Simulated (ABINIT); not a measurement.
A run of ABINIT 10.8.3 (patched build) is set up as follows.

File run.abi:

```
# Pseudopotentials
pp_dirpath "./"
pseudos "K.upf"

# Structure
acell 8.8293832596 8.8293832596 8.8293832596
rprim
    -0.5773502692     0.5773502692     0.5773502692
     0.5773502692    -0.5773502692     0.5773502692
     0.5773502692     0.5773502692    -0.5773502692
ntypat 1
znucl 19
natom 1
typat 1
xred
     0.0000000000     0.0000000000     0.0000000000

# Plane-wave basis
ecut 625.861884 eV

# k points
kptopt 1
ngkpt 5 5 5
nshiftk 1
shiftk 0.0 0.0 0.0

# Exchange and correlation
ixc 11

# Bands and occupations
nband 9
occopt 3
tsmear 0.05 eV

# SCF cycle
nstep 100
tolvrs 1.0e-10

# Output
iomode 3
prtwf 0
prtden 0
prteig 0
prtebands 0
```

Potentials or basis: Ansatz NC PBE.

The run is started by

```bash
$ abinit run.abi > log 2>&1
```

Task: What does it give for the pressure?

Result: -0.2 GPa.

Task: Predict the band gap on the k mesh.

Result: None (metal or under the smearing width).
